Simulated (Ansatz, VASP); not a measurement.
## One calculation of Tl, two programs

```xyz
1
Lattice="0.0000 2.1793 2.1793 2.1793 0.0000 2.1793 2.1793 2.1793 0.0000" Properties=species:S:1:pos:R:3 pbc="T T T"
Tl    0.0000    0.0000    0.0000
```

Change from the starting cell: volume scaled by 1.02, PAW files.

Alike in both runs: task electric field gradients; functional PBE; k mesh 16 × 16 × 16; occupations fermi-dirac, width 0.05 eV; no spin polarisation.

```csv
,VASP,Ansatz
version,VASP 6.6.1,Ansatz 0.2.0
potentials or method,"VASP PAW PBE potentials, release 64 (Tl_d)","PAW with Ansatz's default frozen-core files, scalar-relativistic"
plane-wave cutoff (eV),520,420
valence electrons in the cell,13,13
```

|  | VASP | Ansatz | Ansatz less VASP |
| --- | --- | --- | --- |
| pressure (GPa) | 33.7 | 33.8 | +0.09 |
| Vzz of the field gradient on the site that differs most (V/Å²) | 0.0 | 0.0 | 0.00 |

Ansatz warned: «gradients_without_spin_orbit».

Caveats: so large a pressure means that the cell lies far from this level's equilibrium, or that cutoff or potentials fall short (VASP). Spin-orbit coupling is left out, which matters for the levels of Tl.
